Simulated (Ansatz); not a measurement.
**Relaxing Ir**

Theory: DFT PBEsol, scalar-relativistic, plane waves, PAW (Ansatz 0.2.0). (420 eV cutoff, 12×12×6 k-mesh, Gaussian smearing of 0.10 eV, no spin polarisation)

What was changed: 6 of 6 Hf sites taken by Ir, cell and atoms relaxed.

Spin–orbit coupling is left out, which can shift energies with elements as heavy as these.

Command:

```bash
ansatz run input.yaml --threads 1 --pin off --max-ram 2560MiB --backend cpu --events-out ev --progress --plain --runs-dir out
```

Input:

```yaml
crystal:
  lattice:
    - [4.3363662658, 0.0, 0.0]
    - [-2.1681831329, -3.7554033463, 0.0]
    - [0.0, 0.0, -5.3354867401]
  atoms:
    - { symbol: Ir, position: [0.3333333333, 0.6666666667, 0.25] }
    - { symbol: Ir, position: [0.3333333333, 0.6666666667, 0.75] }
    - { symbol: Ir, position: [0.6666666667, 0.3333333333, 0.25] }
    - { symbol: Ir, position: [0.6666666667, 0.3333333333, 0.75] }
    - { symbol: Ir, position: [0.0, 0.0, 0.5] }
    - { symbol: Ir, position: [0.0, 0.0, 0.0] }
basis:
  ecutwfc: 420
kpoints:
  mp_grid: { grid: [12, 12, 6] }
hamiltonian:
  xc: pbesol
scf:
  occupations: { method: gaussian, width: 0.1 }
output:
  forces: true
  stress: true
  eigenvalues: true
relax:
  adjacent_minimum: "off"
  f_tol: 0.015
  max_steps: 60
  cell: { stress_tol: 0.15 }
```

F is the free energy. Steps run on the plane waves of an earlier cell, but the last one, and at times one on the way, on a freshly chosen basis, so a repeated geometry can differ a little in energy.

Steps:

| step | F − F(1) (eV) | largest force component (eV/Å) | V (Å³/atom) | P (GPa) |
| --- | --- | --- | --- | --- |
| 1 | 0.0000 | 0.000 | 14.481 | -0.03 |
| 2 | 0.0000 | 0.000 | 14.482 | 0.02 |
| 3 | -0.0002 | 0.000 | 14.481 | 0.00 |
| 4 | -0.0002 | 0.000 | 14.481 | 0.00 |

Relaxed structure:

```cif
data_structure
_symmetry_space_group_name_H-M 'P 1'
_symmetry_Int_Tables_number 1
_cell_length_a 4.3342
_cell_length_b 4.3342
_cell_length_c 5.3408
_cell_angle_alpha 90.000
_cell_angle_beta 90.000
_cell_angle_gamma 120.000
_cell_volume 86.89
loop_
_atom_site_label
_atom_site_type_symbol
_atom_site_fract_x
_atom_site_fract_y
_atom_site_fract_z
_atom_site_occupancy
Ir1 Ir 0.33333 0.66667 0.25000 1
Ir2 Ir 0.33333 0.66667 0.75000 1
Ir3 Ir 0.66667 0.33333 0.25000 1
Ir4 Ir 0.66667 0.33333 0.75000 1
Ir5 Ir 0.00000 0.00000 0.50000 1
Ir6 Ir 0.00000 0.00000 0.00000 1
```

It takes space group P6/mmm (No. 191, hexagonal). The conventional cell has a = 4.334 Å, b = 4.334 Å, c = 2.670 Å, α = 90.00°, β = 90.00°, γ = 120.00°. Ir (site symmetry -6m2) is surrounded by 11 Ir at 2.50 to 2.84 Å. Ir (site symmetry 6/mmm) has 14 Ir at 2.67 to 2.84 Å as nearest neighbours.

The run converged. The run took 58 s on 1 thread of Intel(R) Xeon(R) Platinum 8488C (Sapphire Rapids), with other jobs on the host, peak memory 0.61 GiB.